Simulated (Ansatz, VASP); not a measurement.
# Bi: VASP beside Ansatz

INCAR

```
SYSTEM = Bi
  PREC = Accurate
  ENCUT = 520
  EDIFF = 1E-7
  ISMEAR = 0
  SIGMA = 0.05
  LREAL = .FALSE.
  LASPH = .TRUE.
  NELM = 60
  ALGO = Normal
  ISIF = 2
  LWAVE = .FALSE.
  LCHARG = .FALSE.
  NBANDS = 14
```

KPOINTS

```
regular mesh
0
G
  12 12 12
  0 0 0
```

POSCAR

```
Bi
1.0
   -1.9814305318      1.9814305318      1.9814305318
    1.9814305318     -1.9814305318      1.9814305318
    1.9814305318      1.9814305318     -1.9814305318
Bi
1
Direct
    0.0000000000      0.0000000000      0.0000000000
```

Input for Ansatz:

```yaml
crystal:
  lattice:
    - [-1.9814305318, 1.9814305318, 1.9814305318]
    - [1.9814305318, -1.9814305318, 1.9814305318]
    - [1.9814305318, 1.9814305318, -1.9814305318]
  atoms:
    - { symbol: Bi, position: [0.0, 0.0, 0.0] }
basis:
  ecutwfc: 500
  fft_grid_basis: typed
kpoints:
  mp_grid: { grid: [12, 12, 12] }
hamiltonian:
  xc: lda
scf:
  occupations: { method: gaussian, width: 0.05 }
output:
  forces: true
  stress: true
  eigenvalues: true
  bader: true
  write_density: true
  volumetric_format: npy
  elf: true
```

This isn't the form of Bi at room conditions, which is rhombohedral.

Alike in both runs: task single point; functional LDA; k mesh 12 × 12 × 12; occupations gaussian, width 0.05 eV; no spin polarisation.

```csv
,VASP,Ansatz
version,VASP 6.6.1,Ansatz 0.2.0
potentials or method,"VASP PAW LDA potentials, release 64 (Bi_d)","scalar-relativistic, plane waves, PAW"
plane-wave cutoff (eV),520,500
valence electrons in the cell,15,15
```

Ansatz gave:

| Item | Value |
| --- | --- |
| gap on the k mesh at the Fermi level (eV) | none |
| pressure (GPa) | -3.5 |

Question: Which values does VASP return?

Answer: gap on the k mesh at the Fermi level (eV): none; pressure (GPa): -3.4.

A gap of «none» marks a metal or a gap that the smearing closes.

Caveats: spin-orbit coupling is left out, which moves the levels of the heavy elements.
